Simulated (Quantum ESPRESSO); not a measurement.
# BN and the effect of the choice of potentials or basis

```cif
data_structure
_symmetry_space_group_name_H-M 'P 1'
_symmetry_Int_Tables_number 1
_cell_length_a 2.5640
_cell_length_b 2.5640
_cell_length_c 2.5640
_cell_angle_alpha 60.000
_cell_angle_beta 60.000
_cell_angle_gamma 60.000
_cell_volume 11.92
loop_
_atom_site_label
_atom_site_type_symbol
_atom_site_fract_x
_atom_site_fract_y
_atom_site_fract_z
_atom_site_occupancy
N1 N 0.25000 0.25000 0.25000 1
B1 B 0.00000 0.00000 0.00000 1
```

Kept alike: task band structure; functional PBE; k mesh 13 × 13 × 13; occupations fermi-dirac, width 0.05 eV; no spin polarisation. Program: Quantum ESPRESSO. Cutoffs run from 612 to 1238 eV. The mesh is that of the run's cell of 2 atoms. No spin-orbit coupling.

| choice of potentials or basis | band gap (eV) | pressure (GPa) |
| --- | --- | --- |
| Ansatz NC SR PBE | 4.455 | -0.26 |
| GBRV 1.5 PBE | 4.465 | -0.51 |
| JTH 2.0 PBE | 4.446 | -1.05 |
| PseudoDojo 0.4 SR PBE stringent | 4.522 | -0.79 |
| PseudoDojo 0.4.1 SR PBE standard | 4.522 | -0.79 |
| PseudoDojo 0.5 SR PBE standard | 4.522 | -0.79 |
| PseudoDojo 0.5 SR PBE stringent | 4.522 | -0.79 |
| SG15 PBE 1.2 | 4.532 | -1.53 |
| SPMS 1.0 PBE | 4.520 | -1.35 |
| SSSP 1.3 efficiency PBE | 4.471 | -1.76 |

Pressure is positive in compression; the values hold the error of the finite cutoff, so their zero can differ a little from the energy's minimum. Gaps are the smaller of the mesh's and the band path's.

The band gap runs from 4.446 (JTH 2.0 PBE) to 4.532 eV (SG15 PBE 1.2). Measured: 6.4 eV at 300 K (a printed reference work). Semilocal gaps run low as a rule. The gap moves here only through the cell or the potentials. The pressure runs from -1.76 (SSSP 1.3 efficiency PBE) to -0.26 GPa (Ansatz NC SR PBE).
